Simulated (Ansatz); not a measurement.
Bi:

```xyz
1
Lattice="-1.9814 1.9814 1.9814 1.9814 -1.9814 1.9814 1.9814 1.9814 -1.9814" Properties=species:S:1:pos:R:3 pbc="T T T"
Bi    0.0000    0.0000    0.0000
```

This isn't the form of Bi at room conditions, which is rhombohedral.

| Property | Result |
| --- | --- |
| Program | Ansatz 0.2.0 |
| Task | relaxation of cell and atoms |
| Functional | revPBE |
| Potentials or basis | all-electron LAPW, scalar-relativistic |
| Basis error allowed | 0.001 eV/atom |
| k mesh | 9 × 9 × 9 |
| Occupations | fermi-dirac, width 0.05 eV |
| Spin | no spin polarisation |

At the start: volume 31.12 Å³/atom.

**Question.** How do energy, volume and symmetry change on relaxing?

**Answer.** Over 4 steps the energy falls by 6.4 meV/atom and the volume is 32.25 Å³/atom (+3.7 %); space group Im-3m (No. 229, to 0.05 Å).

The path:
```csv
step,energy change (eV),largest force (eV/Å),volume (Å³)
1,0.0000,0.0000,31.12
2,-0.0062,0.0000,32.47
3,-0.0064,0.0000,32.25
4,-0.0064,0.0000,32.25
```

Final structure:
```cif
data_structure
_symmetry_space_group_name_H-M 'P 1'
_symmetry_Int_Tables_number 1
_cell_length_a 3.4733
_cell_length_b 3.4733
_cell_length_c 3.4733
_cell_angle_alpha 109.471
_cell_angle_beta 109.471
_cell_angle_gamma 109.471
_cell_volume 32.25
loop_
_atom_site_label
_atom_site_type_symbol
_atom_site_fract_x
_atom_site_fract_y
_atom_site_fract_z
_atom_site_occupancy
Bi1 Bi 0.00000 0.00000 0.00000 1
```
